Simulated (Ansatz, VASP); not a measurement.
One calculation of MgO, two programs

INCAR

```
SYSTEM = MgO
ALGO = Normal ; EDIFF = 1E-6
ENCUT = 520 ; GGA = PS
ISIF = 2 ; ISMEAR = 0
LASPH = .True. ; LCHARG = .False.
LREAL = .False. ; LWAVE = .False.
NBANDS = 11 ; NELM = 100
PREC = Accurate ; SIGMA = 0.01
```

Contents of KPOINTS:

```
k-points
0
Gamma
  10 10 10
  0 0 0
```

POSCAR

```
MgO
1.0
    2.1071397563      2.1071397563      0.0000000000
   -2.1071397563      2.1071397563      0.0000000000
    0.0000000000      2.1071397563      2.1071397563
Mg O
1 1
Direct
    0.0000000000      0.0000000000      0.0000000000
    0.5000000000      0.5000000000      0.0000000000
```

Input for Ansatz:

```yaml
crystal:
  lattice:
    - [2.10713975633, 2.10713975633, 0.0]
    - [-2.10713975633, 2.10713975633, 0.0]
    - [0.0, 2.10713975633, 2.10713975633]
  atoms:
    - { symbol: Mg, position: [0.0, 0.0, 0.0] }
    - { symbol: O, position: [0.5, 0.5, 0.0] }
kpoints:
  mp_grid: { grid: [10, 10, 10] }
scf:
  occupations: { method: fixed }
  convergence: { dr2_threshold: 1.0e-10 }
hamiltonian:
  xc: pbesol
  pseudopotentials: { kind: all_electron, lapw: { basis_error: 0.0005 } }
output:
  forces: true
  stress: true
  eigenstates:
    kpoints:
      - [0.0, 0.0, 0.0]
      - [-0.5, -0.5, -0.5]
      - [-0.5, 0.5, 0.0]
      - [0.0, 0.0, -0.5]
      - [0.0, -0.5, -0.5]
      - [0.0, 0.5, 0.0]
      - [-0.5, 0.0, 0.0]
      - [-0.5, 0.0, -0.5]
  eigenvalues: true
```

Change from the starting cell: unstrained.

Alike in both runs: task single point; functional PBEsol; k mesh 10 × 10 × 10; no spin polarisation.

|  | VASP | Ansatz |
| --- | --- | --- |
| version | VASP 6.6.1 | Ansatz 0.2.0 |
| potentials or method | VASP PAW PBE potentials, release 64 (Mg, O) | all-electron LAPW, scalar-relativistic |
| plane-wave cutoff (eV) | 520 | see its input |
| occupations | gaussian, width 0.01 eV | fixed |

Ansatz gave:

```
gap on the k mesh at the Fermi level (eV) : 4.62
pressure (GPa)                            : 0.1
```

Task: Which values does VASP return?

Result: gap on the k mesh at the Fermi level (eV): 4.62; pressure (GPa): -0.5.

Ansatz ran all-electron here, so the differences hold the error of VASP's frozen core and of both bases.

Caveats: the PAW data sets were made with another functional, which shifts forces and pressure a little (VASP).
